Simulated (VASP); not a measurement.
A run of VASP 6.6.1 is set up as follows.

INCAR

```
ALGO = Fast
EDIFF = 1E-7
ENCUT = 520
GGA = RE
ISIF = 2
ISMEAR = -1
LASPH = T
LCHARG = F
LREAL = F
LWAVE = F
NBANDS = 13
NELM = 100
PREC = Accurate
SIGMA = 0.1
```

Contents of KPOINTS:

```
k-points
0
Gamma
  8 8 12
```

File POSCAR:

```
Si
1.0
    4.4891686318      0.0000000000      0.0000000000
   -2.2445843159      3.8877340770      0.0000000000
    0.0000000000      0.0000000000      2.5702374111
Si
3
Direct
    1.0000000000      0.0000000000      0.0000000000
    0.3333333333      0.6666666667      0.5000000000
    0.6666666667      0.3333333333      0.5000000000
```

Potentials or basis: VASP PAW PBE potentials, release 64 (Si).

Launch:

```console
$ cat potpaw_PBE.64/Si/POTCAR > POTCAR
$ mpirun -np 1 vasp_std > vasp.out
```

Problem. What does it give for the band gap on the k mesh?

Solution. None (metal or under the smearing width).

Problem. Estimate the pressure.

Solution. -0.3 GPa.

Caveat: the PAW data sets were made with another functional, which shifts forces and pressure a little.
